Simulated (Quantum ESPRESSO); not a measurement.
Al:

```
CELL_PARAMETERS angstrom
2.81246 0.00000 0.00000
-1.40623 2.43566 0.00000
0.00000 0.00000 4.86685
ATOMIC_POSITIONS crystal
Al 0.33333 0.66667 0.25000
Al 0.66667 0.33333 0.75000
```

This isn't the form of Al at room conditions, which is fcc.

* Program: Quantum ESPRESSO 7.5
* Task: energy-loss spectrum
* Functional: PBEsol
* Potentials or basis: PseudoDojo 0.4 SR PBEsol stringent
* Cutoff: 544 eV
* Density cutoff: 2177 eV
* k mesh: 11 × 11 × 6
* Occupations: cold, width 0.136 eV
* Spin: no spin polarisation
* Iterations: 300
* Mixing beta: 0.5
* Most SCF iterations: 120
* SCF threshold: 4e-10 Ry

Loss function by the Lanczos method: RPA with local fields, q = (0.231, 0.231, 0.231) Å⁻¹, 300 iterations, broadening 0.41 eV, up to 40 eV.

Problem. Where does the loss function peak?

Solution. The main peak lies at 15.6 eV with height 11.48.

Energy-loss function at q = [0.23094, 0.23094, 0.23094] (Å⁻¹, cartesian):
| energy (eV) | loss |
| --- | --- |
| 0.0 | 0.000 |
| 1.8 | 0.012 |
| 3.4 | 0.029 |
| 5.2 | 0.045 |
| 7.0 | 0.061 |
| 8.6 | 0.085 |
| 10.4 | 0.148 |
| 12.2 | 0.345 |
| 13.8 | 1.140 |
| 15.6 | 11.484 |
| 17.4 | 1.398 |
| 19.0 | 0.412 |
| 20.8 | 0.176 |
| 22.4 | 0.104 |
| 24.2 | 0.071 |
| 26.0 | 0.056 |
| 27.6 | 0.045 |
| 29.4 | 0.033 |
| 31.2 | 0.023 |
| 32.8 | 0.019 |
| 34.6 | 0.018 |
| 36.4 | 0.020 |
| 38.0 | 0.019 |
| 39.8 | 0.017 |

Spectra converge slowly with the k mesh, and this one (11 × 11 × 6) leaves small humps uncertain. From two thirds of the Lanczos chain to all of it the curve moves by up to 3 % of its peak.
